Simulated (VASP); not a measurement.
A run of VASP 6.6.1:

Contents of INCAR:

```
SYSTEM = Se
ALGO     = Fast           ! electronic algorithm
EDIFF    = 1E-7           ! SCF threshold, eV
EDIFFG   = -0.01          ! ionic threshold
ENCUT    = 600            ! plane-wave cutoff, eV
GGA      = RE             ! functional
IBRION   = 2              ! ionic algorithm
ISIF     = 3              ! what is computed and relaxed
ISMEAR   = -1             ! smearing method
LASPH    = .True.         ! aspherical terms in the spheres
LCHARG   = .False.        ! write CHGCAR
LREAL    = .False.        ! projectors in reciprocal space
LWAVE    = .False.        ! write WAVECAR
NELM     = 80             ! most SCF steps
NSW      = 80             ! ionic steps
PREC     = Accurate       ! precision mode
SIGMA    = 0.1            ! smearing width, eV
```

File KPOINTS:

```
k-points
0
Gamma
  12 12 6
  0 0 0
```

File POSCAR:

```
Se
1.0
    3.1360302227      0.0000000000      0.0000000000
   -1.5680151114      2.7158818399      0.0000000000
    0.0000000000      0.0000000000      5.1211373537
Se
2
Direct
    0.3333333333      0.6666666667      0.2500000000
    0.6666666667      0.3333333333      0.7500000000
```

Potentials or basis: VASP PAW PBE potentials, release 64 (Se).

Launch:

```sh
$ cat potpaw_PBE.64/Se/POTCAR > POTCAR
$ mpirun -np 1 vasp_std > vasp.out
```

Hardware: 1 thread of Intel(R) Xeon(R) 6975P-C (Granite Rapids), on a shared host.

Estimate the wall time of this run.

Wall time 4.8 min on 1 thread of Intel(R) Xeon(R) 6975P-C (Granite Rapids), on a shared host, peak memory 0.21 GiB. Counts: scf iterations 207, k points 76, ion steps 22.
